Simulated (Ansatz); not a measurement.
**V: relaxation of cell and atoms with PBEsol+D3(BJ)**

Crystal: V.

```
V
1.0
    -1.51435    1.51435    1.51435
     1.51435   -1.51435    1.51435
     1.51435    1.51435   -1.51435
V
1
Direct
  0.00000 0.00000 0.00000
```

| Quantity | Value |
| --- | --- |
| Program | Ansatz 0.2.0 |
| Task | relaxation of cell and atoms |
| Functional | PBEsol |
| Dispersion | D3(BJ) |
| Potentials or basis | Ansatz PAW |
| Cutoff | 420 eV (not typed: the program's choice for these potentials) |
| k mesh | 12 × 12 × 12 |
| Occupations | fermi-dirac, width 0.05 eV |
| Spin | collinear spin, ferromagnetic start |
| Starting moments | [2.0] μB |

```yaml
Relaxed_volume: 12.37 Å³/atom
Relaxed_cell: a = 2.523 Å, b = 2.523 Å, c = 2.523 Å, α = 109.47°, β = 109.47°, γ = 109.47°
Space_group_after_relaxing_to_0.05_Å: Im-3m (No. 229)
Energy_gained_by_relaxing: 100.8 meV/atom
Ionic_steps: 5
Pressure_after_relaxing: 0.0 GPa
Band_gap_on_the_k_mesh: none (metal or under the smearing width)
Net_moment: 0.00 μB per cell
Absolute_moment: 0.00 μB per cell
```

Step by step:
| step | energy change (eV) | largest force (eV/Å) | volume (Å³) |
| --- | --- | --- | --- |
| 1 | 0.0000 | 0.0000 | 13.89 |
| 2 | -0.0989 | 0.0000 | 12.15 |
| 3 | -0.1013 | 0.0000 | 12.40 |
| 4 | -0.1013 | 0.0000 | 12.37 |
| 5 | -0.1008 | 0.0000 | 12.37 |

Final structure:
```yaml
crystal:
  lattice:
    - [-1.45685, 1.45685, 1.45685]
    - [1.45685, -1.45685, 1.45685]
    - [1.45685, 1.45685, -1.45685]
  atoms:
    - { symbol: V, position: [0.00000, 0.00000, 0.00000] }
```

Levels at points of the mesh, in eV from the Fermi level:
Spin up:
| k point | band 4 | band 5 | band 6 | band 7 | band 8 | band 9 |
| --- | --- | --- | --- | --- | --- | --- |
| (0.00, 0.00, 0.00) | -36.59 | -6.77 | 0.43 | 0.43 | 0.43 | 2.67 |
| (0.00, 0.00, -0.50) | -36.60 | -3.50 | -1.31 | 1.97 | 2.70 | 3.10 |
| (-0.50, -0.50, -0.50) | -37.39 | -3.43 | -3.43 | 4.20 | 4.20 | 4.20 |
Spin down:
| k point | band 4 | band 5 | band 6 | band 7 | band 8 | band 9 |
| --- | --- | --- | --- | --- | --- | --- |
| (0.00, 0.00, 0.00) | -36.59 | -6.77 | 0.43 | 0.43 | 0.43 | 2.67 |
| (0.00, 0.00, -0.50) | -36.60 | -3.50 | -1.31 | 1.97 | 2.70 | 3.10 |
| (-0.50, -0.50, -0.50) | -37.39 | -3.43 | -3.43 | 4.20 | 4.20 | 4.20 |

Run time: 9.2 s on 2 threads of Intel(R) Xeon(R) Processor @ 2.70GHz (shared host), peak memory 0.34 GiB.

Caveat: the plane-wave basis is chosen anew once the cell has moved, so the energies of steps on either side of that aren't comparable; the volume moved by -11 % from the deposited cell, more than functionals usually miss; pairwise dispersion overbinds metals, which lowers pressure and volume; the PAW data sets come from PBE, with cores solved anew for the run's functional, which leaves a small shift of forces and pressure; the starting moments weren't kept.
